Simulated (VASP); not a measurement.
AlN:

```
Al N
1.0
     3.11300    0.00000    0.00000
    -1.55650    2.69594    0.00000
     0.00000    0.00000    4.98100
Al N
2 2
Direct
  0.33333 0.66667 0.00000
  0.66667 0.33333 0.50000
  0.33333 0.66667 0.38000
  0.66667 0.33333 0.88000
```

| Quantity | Value |
| --- | --- |
| Program | VASP 6.6.1 |
| Task | relaxation of cell and atoms |
| Functional | PBE |
| Potentials or basis | VASP PAW PBE potentials, release 64 (Al, N) |
| Cutoff | 600 eV |
| k mesh | 12 × 12 × 6 |
| Occupations | gaussian, width 0.03 eV |
| Spin | no spin polarisation |

At the start: pressure 3.3 GPa; volume 10.45 Å³/atom.

Problem. Where does the relaxation end?

Solution. Over 3 steps the energy falls by 2.1 meV/atom and the volume is 10.62 Å³/atom (+1.7 %); space group P6_3mc (No. 186, to 0.05 Å).

Step by step:
| step | energy change (eV) | largest force (eV/Å) | pressure (GPa) | volume (Å³) |
| --- | --- | --- | --- | --- |
| 1 | 0.0000 | 0.1289 | 3.35 | 41.80 |
| 2 | -0.0017 | 0.0910 | -2.80 | 43.14 |
| 3 | -0.0083 | 0.0042 | 0.02 | 42.50 |

Final structure:
```
CELL_PARAMETERS angstrom
3.12734 0.00000 0.00000
-1.56367 2.70836 0.00000
0.00000 0.00000 5.01754
ATOMIC_POSITIONS crystal
Al 0.33333 0.66667 0.99934
Al 0.66667 0.33333 0.49934
N 0.33333 0.66667 0.38066
N 0.66667 0.33333 0.88066
```
